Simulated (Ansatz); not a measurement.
Sn:

```xyz
2
Lattice="0.0000 3.2333 3.2333 3.2333 0.0000 3.2333 3.2333 3.2333 0.0000" Properties=species:S:1:pos:R:3 pbc="T T T"
Sn    4.8500    4.8500    4.8500
Sn    3.2333    3.2333    3.2333
```

This isn't the form of Sn at room conditions, which is tetragonal (white tin).

| Quantity | Value |
| --- | --- |
| Program | Ansatz 0.2.0 |
| Task | single point |
| Functional | PBEsol |
| Potentials or basis | Ansatz PAW |
| Cutoff | 420 eV (not typed: the program's choice for these potentials) |
| k mesh | 7 × 7 × 7 |
| Occupations | fermi-dirac, width 0.05 eV |
| Spin | no spin polarisation |

On this cell: pressure 1.5 GPa; largest force zero by symmetry; band gap on the k mesh none (metal or under the smearing width).

The same run follows on a disturbed copy (atoms moved at random, drawn with an rms of 0.05 Å):

```
Sn
1.0
     0.00000    3.23334    3.23334
     3.23334    0.00000    3.23334
     3.23334    3.23334    0.00000
Sn
2
Direct
  0.75132 0.75902 0.76259
  0.49467 0.50900 0.50001
```

Task: What changes?

Result: The energy (extrapolated to zero smearing) moves by +11.3 meV/atom; pressure 1.7 GPa; largest force 0.556 eV/Å; band gap on the k mesh none (metal or under the smearing width).

Forces on the atoms (eV/Å):
```
Sn  -0.289 -0.461 -0.117
Sn   0.289  0.461  0.117
```

Stress tensor (GPa, compression positive):
```
 1.69 -0.42 -1.43
-0.42  1.63 -0.90
-1.43 -0.90  1.72
```

Caveats: the PAW data sets come from PBE, with cores solved anew for the run's functional, which leaves a small shift of forces and pressure.
